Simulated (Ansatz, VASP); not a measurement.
**InP in VASP and in Ansatz**

```xyz
2
Lattice="0.0000 2.7454 2.7454 2.7454 0.0000 2.7454 2.7454 2.7454 0.0000" Properties=species:S:1:pos:R:3 pbc="T T T"
In    0.0000    0.0000    0.0000
P     2.7454    2.7454    2.7454
```

Alike in both runs: task single point; functional PBE-based screened hybrid; k mesh 4 × 4 × 4; occupations fermi-dirac, width 0.02 eV; no spin polarisation.

```csv
,VASP,Ansatz
version,VASP 6.6.1,Ansatz 0.2.0
potentials or method,"VASP PAW PBE potentials, release 64 (In_d, P)",plane waves
plane-wave cutoff (eV),520,420
valence electrons in the cell,18,18
```

Ansatz gave:

| Property | Result |
| --- | --- |
| pressure (GPa) | -1.2 |

Problem. Which values does VASP return?

Solution. Pressure (GPa): -1.5.

Ansatz warned: «filled_band_counts_differ_across_k_points».

Caveats: the k mesh is coarse (spacing up to 0.50 Å⁻¹), so the values aren't converged; the PAW data sets were made with another functional, which shifts forces and pressure a little (VASP).
